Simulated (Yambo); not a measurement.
# TePb (Fm-3m) in Yambo: notebook, part 2 of 4

Yambo 5.3.0. Earlier steps stand in the parts before.

## (3) Optical spectrum by the Bethe-Salpeter equation, LDA

bse3.in

```
optics
bse
bss
rim_cut
em1s
RandQpts= 1000000
RandGvec= 50 RL
Chimod= "HARTREE"
% BndsRnXs
 1 | 45 |
%
NGsBlkXs= 3 Ry
% LongDrXs
 1 | 1 | 1 |
%
BSKmod= "SEX"
BSEmod= "coupling"
BSSmod= "d"
% BSEQptR
 1 | 1 |
%
% BSEBands
 14 | 17 |
%
BSENGexx= 20 Ry
BSENGBlk= 3 Ry
WehCpl
% BEnRange
 0 | 20 | eV
%
% BDmRange
 0.05 | 0.05 | eV
%
BEnSteps= 300
% BLongDir
 1 | 1 | 1 |
%
BSEprop= "abs"
WRbsWF
% KfnQP_E
 0.29 | 1.0 | 1.0 |
%
```

scf.in

```
&CONTROL
  calculation = 'scf'
  prefix = 'pwscf'
  outdir = './tmp'
  pseudo_dir = './pseudo'
/
&SYSTEM
  ibrav = 0
  nat = 2
  ntyp = 2
  ecutwfc = 80
  nbnd = 22
  occupations = 'smearing'
  smearing = 'fd'
  degauss = 0.00367493
  force_symmorphic = .true.
/
&ELECTRONS
  conv_thr = 4d-10
  electron_maxstep = 120
  mixing_beta = 0.5
/
ATOMIC_SPECIES
Pb   207.2000 Pb.upf
Te   127.6000 Te.upf
CELL_PARAMETERS angstrom
   0.0000000000    3.2310000000    3.2310000000
   3.2310000000    0.0000000000    3.2310000000
   3.2310000000    3.2310000000    0.0000000000
ATOMIC_POSITIONS crystal
Pb     0.0000000000    0.0000000000    0.0000000000
Te     0.5000000000    0.5000000000    0.5000000000
K_POINTS automatic
8 8 8 0 0 0
```

nscf.in

```
&CONTROL
  calculation = 'nscf'
  prefix = 'pwscf'
  outdir = './tmp'
  pseudo_dir = './pseudo'
/
&SYSTEM
  ibrav = 0
  nat = 2
  ntyp = 2
  ecutwfc = 80
  nbnd = 45
  occupations = 'fixed'
  force_symmorphic = .true.
/
&ELECTRONS
  conv_thr = 1d-08
  diago_full_acc = .true.
  diago_thr_init = 1d-06
/
ATOMIC_SPECIES
Pb   207.2000 Pb.upf
Te   127.6000 Te.upf
CELL_PARAMETERS angstrom
   0.0000000000    3.2310000000    3.2310000000
   3.2310000000    0.0000000000    3.2310000000
   3.2310000000    3.2310000000    0.0000000000
ATOMIC_POSITIONS crystal
Pb     0.0000000000    0.0000000000    0.0000000000
Te     0.5000000000    0.5000000000    0.5000000000
K_POINTS automatic
6 6 6 0 0 0
```

Potentials or basis: PseudoDojo 0.4.1 SR LDA standard.

Launch:

```sh
> OMP_NUM_THREADS=1 pw.x -in scf.in > scf.out
> OMP_NUM_THREADS=1 pw.x -in nscf.in > nscf.out
> cd tmp/pwscf.save; p2y; mv SAVE ../..; cd ../..
> OMP_NUM_THREADS=1 yambo
> mkdir -p bse3; ln -s $PWD/g0w00/ndb.RIM bse3/
> OMP_NUM_THREADS=1 yambo -F bse3.in -J bse3 -C bse3_out
> OMP_NUM_THREADS=1 ypp -J bse3 -C bse3_out -e s -b 1
```

Yambo's report:

```text
[... sections 02.01 to 02.04 as in the set-up run ...]

  [02.05] Energies & Occupations
  ==============================

  [X] === General ===
  [X] Electronic Temperature                        :  0.000000  0.000000 [eV K]
  [X] Bosonic    Temperature                        :  0.000000  0.000000 [eV K]
  [X] Finite Temperature mode                       : no
  [X] El. density                                   :  0.44471E+24 [cm-3]
  [X] Fermi Level                                   :  8.674921 [eV]

  [X] === Gaps and Widths ===
  [X] Conduction Band Min                           :  0.655516 [eV]
  [X] Valence Band Max                              :  0.000000 [eV]
  [X] Filled Bands                                  :  15
  [X] Empty Bands                                   :   16   45
  [X] Direct Gap                                    :  0.655516 [eV]
  [X] Direct Gap localized at k                     :   4
[... 347 lines left out ...]
    [K] Bands                                        :  14  17
    [K] Exchange                                     : yes [res]
    [K] Correlation                                  : yes [res]
    [K] Kernel`s coupling                            : yes
    [K] Exchange                                     : yes [cpl]
    [K] Correlation                                  : yes [cpl]
    [K] W interaction is bare                        : no
    [K] ALDA kernel in R-space                       : no
    [K] RL vectors                                   :   725 [exchange]
    [K] RL vectors                                   :   59 [correlation]
    [K] E/h energy range                             : -1.000000 -1.000000 [eV]
    [K] Coupling range                               :  100.0000  100.0000 [o/o]
    [W] Interaction is diagonal                      : no
    [W] Matrix size                                  :   59
    [W] Bands                                        :    1   45
    [W] e/h energy range                             : -1.000000 -1.000000 [eV]
    [W] Poles                                        :  100.0000 [o/o]
    [W] RL vectors in the sum                        :   6735
    [W] [r,Vnl] included                             : yes
    [W] Field direction                              :  0.577350E-5  0.577350E-5  0.577350E-5
    [W] Coulomb Cutoff                               : none
    [W] Hxc Kernel                                   : HARTREE
    [RIM] RL components                              :   51 [col]
    [RIM] Random points                              :  1000000 [col]
    [SOC] Perturbative SOC                           : no
    [K] Kernel long-range exchange                   : BAR
    [BSS] Eigenstates included                       : yes
    [BSS] Field direction                            :  0.577350E-5  0.577350E-5  0.577350E-5
    [BSS] Eigenstates computed                       :  1728
    [BSS] Number of BSE matrices                     :  1
```

o-bse3.eps_q1_diago_bse:

```text
# Absorption @ Q(1):  0.577350269     0.577350269     0.577350269    [q->0 direction]
#
[... 52 lines left out ...]
#
        0.000000          -0.20701E-14        25.19552           0.000000           23.59719
        0.066890           0.048282           25.22759           0.038703           23.62292
        0.133779           0.097850           25.32463           0.078313           23.70069
        0.200669           0.150134           25.48923           0.119831           23.83234
        0.267559           0.206908           25.72604           0.164470           24.02111
        0.334448           0.270582           26.04238           0.213839           24.27209
[... 292 lines left out ...]
        19.93311           0.001580           0.692984           0.001740           0.662874
        20.00000           0.001564           0.695087           0.001722           0.665189
#
```

o-bse3.exc_qpt1_E_sorted:

```text
# [K] Identifier                                  :   6502
# [K] Dimension                                   :   864
# [K] Bands                                       :  14  17
# [K] Exchange                                    : yes [res]
# [K] Correlation                                 : yes [res]
# [K] Kernel`s coupling                           : yes
# [K] Exchange                                    : yes [cpl]
[... 27 lines left out ...]
#
#    E [ev]             Strength           Index
#
    -8.45892861        0.225436008E-8      1.00000000
    -8.43481175        0.176179638E-8      4.00000000
    -8.43460468        0.382989123E-8      5.00000000
    -8.43435982        0.136087525E-8      6.00000000
    -8.4328709         0.13085682E-09      3.0000000
    -8.4323820         0.36465239E-09      2.0000000
[... 35 lines left out ...]
    -7.9141557         0.39841688E-10      15.000000
    -7.2211881         0.10676128E-10      85.000000
[... 1687 further lines ...]
```

It took 9.1 min on 1 thread of Arm Neoverse V2, shared host; peak memory 0.47 GiB.

What came out:

| Item | Value |
| --- | --- |
| Band gap on the k mesh, mean-field level | 0.66 eV, direct |
| Exciton binding energy | 0.04 eV |
| Lowest exciton energy | 0.90 eV |
| Lowest bright exciton energy | 0.91 eV |

Dielectric function (along the field direction of the input):
| energy (eV) | real part | imaginary part |
| --- | --- | --- |
| 0.27 | 25.73 | 0.21 |
| 0.74 | 31.04 | 1.52 |
| 1.27 | 40.63 | 3.65 |
| 1.74 | 55.91 | 35.15 |
| 2.27 | -38.35 | 45.17 |
| 2.74 | -27.02 | 13.89 |
| 3.28 | -7.62 | 7.07 |
| 3.75 | -9.88 | 1.66 |
| 4.28 | -7.79 | 3.95 |
| 4.82 | -3.74 | 1.29 |
| 5.28 | -3.61 | 0.36 |
| 5.82 | -1.00 | 2.94 |
| 6.29 | 2.29 | 4.84 |
| 6.82 | -2.95 | 0.29 |
| 7.29 | -2.01 | 0.10 |
| 7.83 | -0.88 | 0.35 |
| 8.36 | -1.18 | 0.05 |
| 8.83 | -0.84 | 0.03 |
| 9.36 | -0.58 | 0.02 |
| 9.83 | -0.40 | 0.02 |
| 10.37 | -0.24 | 0.01 |
| 10.84 | -0.12 | 0.01 |
| 11.37 | 0.00 | 0.01 |
| 11.84 | 0.08 | 0.01 |
| 12.37 | 0.17 | 0.01 |
| 12.91 | 0.24 | 0.01 |
| 13.38 | 0.29 | 0.01 |
| 13.91 | 0.35 | 0.00 |
| 14.38 | 0.40 | 0.00 |
| 14.92 | 0.44 | 0.00 |
| 15.38 | 0.48 | 0.00 |
| 15.92 | 0.51 | 0.00 |
| 16.45 | 0.54 | 0.00 |
| 16.92 | 0.57 | 0.00 |
| 17.46 | 0.60 | 0.00 |
| 17.93 | 0.62 | 0.00 |
| 18.46 | 0.64 | 0.00 |
| 18.93 | 0.66 | 0.00 |
| 19.46 | 0.68 | 0.00 |
| 20.00 | 0.70 | 0.00 |

Lowest exciton energies (eV): 0.90, 0.91, 0.91, 0.91, 1.48, 1.48, 1.48, 1.48

Excitons:
```csv
energy (eV),strength (relative to the strongest)
0.905,3e-09
0.906,0.061
0.906,0.061
0.906,0.062
1.480,0.2
1.481,0.17
1.481,0.16
1.484,3.1e-09
1.734,0.15
1.734,0.14
1.736,0.063
1.738,2.1e-08
```

Caveat: the scissor is the correction of the direct gap in an earlier G0W0 run on the same states; exciton energies and binding change strongly with the k mesh and aren't converged on this one; spectra need much finer meshes, so this one isn't converged; spin-orbit coupling is left out, which as a rule narrows the gap of such compounds by several tenths of an eV.

## (4) Optical spectrum by the Bethe-Salpeter equation, LDA

bse4.in

```
optics
bse
bss
rim_cut
RandQpts= 1000000
RandGvec= 50 RL
BSKmod= "HF"
BSEmod= "retarded"
BSSmod= "d"
% BSEQptR
 1 | 1 |
%
% BSEBands
 14 | 17 |
%
BSENGexx= 30 Ry
BSENGBlk= 3 Ry
% BEnRange
 0 | 20 | eV
%
% BDmRange
 0.05 | 0.05 | eV
%
BEnSteps= 150
% BLongDir
 1 | 1 | 1 |
%
BSEprop= "abs"
WRbsWF
```

scf.in is that of step 3.

nscf.in is that of step 3.

Potentials or basis: PseudoDojo 0.4.1 SR LDA standard.

Launch:

```sh
> OMP_NUM_THREADS=1 pw.x -in scf.in > scf.out
> OMP_NUM_THREADS=1 pw.x -in nscf.in > nscf.out
> cd tmp/pwscf.save; p2y; mv SAVE ../..; cd ../..
> OMP_NUM_THREADS=1 yambo
> mkdir -p bse4; ln -s $PWD/g0w00/ndb.RIM bse4/
> OMP_NUM_THREADS=1 yambo -F bse4.in -J bse4 -C bse4_out
> OMP_NUM_THREADS=1 ypp -J bse4 -C bse4_out -e s -b 1
```

Yambo's report:

```text
[... sections 02.01 to 02.04 as in the set-up run ...]

  [02.05] Energies & Occupations
  ==============================

  [X] === General ===
  [X] Electronic Temperature                        :  0.000000  0.000000 [eV K]
  [X] Bosonic    Temperature                        :  0.000000  0.000000 [eV K]
  [X] Finite Temperature mode                       : no
  [X] El. density                                   :  0.44471E+24 [cm-3]
  [X] Fermi Level                                   :  8.674921 [eV]

  [X] === Gaps and Widths ===
  [X] Conduction Band Min                           :  0.655516 [eV]
  [X] Valence Band Max                              :  0.000000 [eV]
  [X] Filled Bands                                  :  15
  [X] Empty Bands                                   :   16   45
  [X] Direct Gap                                    :  0.655516 [eV]
  [X] Direct Gap localized at k                     :   4
  [X] Indirect Gap                                  :  0.655516 [eV]
  [X] Indirect Gap between kpts                     :   4   4
  [X] Last valence band width                       :  2.769720 [eV]
[... 144 lines left out ...]
  [06.03] Diago Solver @q1
  ========================

  [WR./bse4//ndb.BS_diago_Q1]-----------------------------------------------------
   BS kernel          energies                      : Slater exchange(X)+Perdew & Wang(C)
   [K] Identifier                                   :   3164
   [K] Dimension                                    :   864
   [K] Bands                                        :  14  17
   [K] Exchange                                     : yes [res]
   [K] Correlation                                  : yes [res]
   [K] Kernel`s coupling                            : no
   [K] Exchange                                     : no [cpl]
   [K] Correlation                                  : no [cpl]
   [K] W interaction is bare                        : yes
   [K] ALDA kernel in R-space                       : no
   [K] RL vectors                                   :  1291 [exchange]
   [K] RL vectors                                   :   59 [correlation]
   [K] E/h energy range                             : -1.000000 -1.000000 [eV]
   [K] Coupling range                               :  100.0000  100.0000 [o/o]
   [W] Interaction is diagonal                      : yes
   [W] Matrix size                                  :  1
   [RIM] RL components                              :   51 [col]
   [RIM] Random points                              :  1000000 [col]
   [SOC] Perturbative SOC                           : no
   [K] Kernel long-range exchange                   : BAR
   [BSS] Eigenstates included                       : yes
   [BSS] Field direction                            :  0.577350E-5  0.577350E-5  0.577350E-5
   [BSS] Eigenstates computed                       :   864
   [BSS] Number of BSE matrices                     :  1
```

o-bse4.exc_qpt1_E_sorted:

```text
# [K] Identifier                                  :   3164
# [K] Dimension                                   :   864
# [K] Bands                                       :  14  17
# [K] Exchange                                    : yes [res]
# [K] Correlation                                 : yes [res]
# [K] Kernel`s coupling                           : no
# [K] Exchange                                    : no [cpl]
# [K] Correlation                                 : no [cpl]
[... 20 lines left out ...]
#
    -1.03328557        0.908647568         1.00000000
    -1.02795831        0.852126389         2.00000000
    -1.02290060        0.798812897         3.00000000
   -0.86674545         0.48882397E-12      4.0000000
   -0.690470581        0.980485699         5.00000000
   -0.677076703        0.993760957         6.00000000
[... 43 lines left out ...]
    0.367923366        0.194678862E-2      50.0000000
    0.367998652        0.140305865E-2      51.0000000
[... 815 further lines ...]
```

It took 88 s on 1 thread of Arm Neoverse V2, shared host; peak memory 0.28 GiB.

What came out:

| Quantity | Value |
| --- | --- |
| Band gap on the k mesh, mean-field level | 0.66 eV, direct |
| Lowest exciton energy | -1.03 eV |
| Lowest bright exciton energy | -1.03 eV |

Dielectric function (along the field direction of the input):
```tsv
energy (eV)	real part	imaginary part
0.27	-60.96	-0.01
0.67	-71.00	-229.47
1.21	66.41	-16.29
1.74	17.96	-0.17
2.28	9.95	0.12
2.68	7.34	0.00
3.22	5.41	0.79
3.76	0.41	6.45
4.30	2.28	0.18
4.70	2.18	0.07
5.23	1.93	0.00
5.77	1.83	-0.01
6.31	1.65	0.03
6.85	1.58	-0.01
7.25	1.53	-0.01
7.79	1.47	-0.01
8.32	1.41	0.00
8.86	1.37	0.00
9.26	1.34	0.00
9.80	1.30	0.00
10.34	1.27	0.00
10.87	1.25	0.00
11.28	1.23	0.00
11.81	1.21	0.00
12.35	1.19	0.00
12.89	1.18	0.00
13.42	1.16	0.00
13.83	1.15	0.00
14.36	1.14	0.00
14.90	1.13	0.00
15.44	1.12	0.00
15.84	1.12	0.00
16.38	1.11	0.00
16.91	1.10	0.00
17.45	1.10	0.00
17.85	1.09	0.00
18.39	1.09	0.00
18.93	1.08	0.00
19.46	1.08	0.00
20.00	1.07	0.00
```

Lowest exciton energies (eV): -1.03, -1.03, -1.02, -0.87, -0.69, -0.68, -0.67, -0.30

Excitons:
| energy (eV) | strength (relative to the strongest) |
| --- | --- |
| -1.033 | 0.91 |
| -1.028 | 0.85 |
| -1.023 | 0.8 |
| -0.867 | 4.9e-13 |
| -0.690 | 0.98 |
| -0.677 | 0.99 |
| -0.667 | 1 |
| -0.302 | 0.0016 |
| -0.291 | 0.0025 |
| -0.289 | 0.0018 |
| -0.267 | 9e-11 |
| -0.202 | 3.9e-09 |

Caveat: the transitions start from uncorrected Kohn-Sham levels, so peaks lie too low; an unscreened exchange kernel binds far too strongly; spectra need much finer meshes, so this one isn't converged; spin-orbit coupling is left out, which as a rule narrows the gap of such compounds by several tenths of an eV.

(Part 2 of 4 ends here.)
